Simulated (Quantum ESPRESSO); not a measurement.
The system is MnO.

```xyz
4
Lattice="3.3246 0.0000 0.0000 0.0000 3.3246 0.0000 0.0000 0.0000 4.8678" Properties=species:S:1:pos:R:3 pbc="T T T"
Mn    0.0000    0.0000    0.0000
Mn    1.6623    1.6623    0.0000
O     1.6623    0.0000    1.2997
O     0.0000    1.6623    3.5681
```

The cell was built by a generator and needn't be a form met in nature.

Base run:

| Property | Result |
| --- | --- |
| Program | Quantum ESPRESSO 7.5 |
| Functional | PBEsol |
| Potentials or basis | GBRV 1.5 PBEsol |
| Cutoff | 612 eV |
| Density cutoff | 4898 eV |
| k mesh | 6 × 6 × 4 |
| Occupations | gaussian, width 0.05 eV |
| Spin | collinear spin, antiferromagnetic start |
| Starting moments | [5.0, -5.0, 0.0, 0.0] μB |

Its results: band gap on the k mesh 0.35 eV, direct; pressure -9.6 GPa; net moment 0.00 μB per cell; site moments Mn +3.05, -3.05; O +0.00 μB; largest force 3.358 eV/Å.

Problem. The run is repeated on the same cell with these changes: hubbard terms from none to Mn d U = 5 eV. What comes out?

Solution. Band gap on the k mesh 1.11 eV, direct; pressure 13.0 GPa; net moment 0.00 μB per cell; site moments Mn +3.81, -3.81; O +0.00 μB; largest force 2.562 eV/Å.

The U term pushes filled and empty states of the shell apart.

Caveats: forces of over 1 eV/Å show positions far from the minimum, so gaps and moduli don't describe the material at rest.

